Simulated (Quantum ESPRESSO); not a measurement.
A run of Quantum ESPRESSO 7.5:

The input pw.in:

```
&CONTROL
  calculation = 'scf'
  prefix = 'pwscf'
  outdir = './tmp'
  pseudo_dir = './pseudo'
  tprnfor = .true.
  disk_io = 'nowf'
/
&SYSTEM
  ibrav = 0
  nat = 2
  ntyp = 2
  ecutwfc = 88
  nbnd = 12
  input_dft = 'XC-005I-000I-000I-000I-497L-498L'
  occupations = 'fixed'
  nqx1 = 4
  nqx2 = 4
  nqx3 = 4
  ecutfock = 176
  exx_fraction = 0.15
  nosym = .true.
/
&ELECTRONS
  conv_thr = 1d-07
  electron_maxstep = 120
  mixing_beta = 0.5
  adaptive_thr = .true.
/
ATOMIC_SPECIES
Sr    87.6200 Sr_ONCV_PBE-1.2.upf
O     15.9990 O_ONCV_PBE-1.2.upf
CELL_PARAMETERS angstrom
   0.0000000000    2.5663000000    2.5663000000
   2.5663000000    0.0000000000    2.5663000000
   2.5663000000    2.5663000000    0.0000000000
ATOMIC_POSITIONS crystal
Sr     0.5000000000    0.5000000000    0.5000000000
O      0.0000000000    0.0000000000    0.0000000000
K_POINTS automatic
4 4 4 0 0 0
```

Potentials or basis: SG15 PBE 1.2.

The run is started by

```bash
$ OMP_NUM_THREADS=1 mpirun -n 2 pw.x -nk 2 -in pw.in > pw.out
```

Hardware: 2 MPI ranks on Arm Neoverse V2, on a shared host.

Question: How long does it take, and how much memory?

Answer: Run time: 10 min on 2 MPI ranks on Arm Neoverse V2, on a shared host, peak memory 0.98 GiB a rank. Counts: scf iterations 21, k pools 2, bands 12, k points 36, g dense 25509.
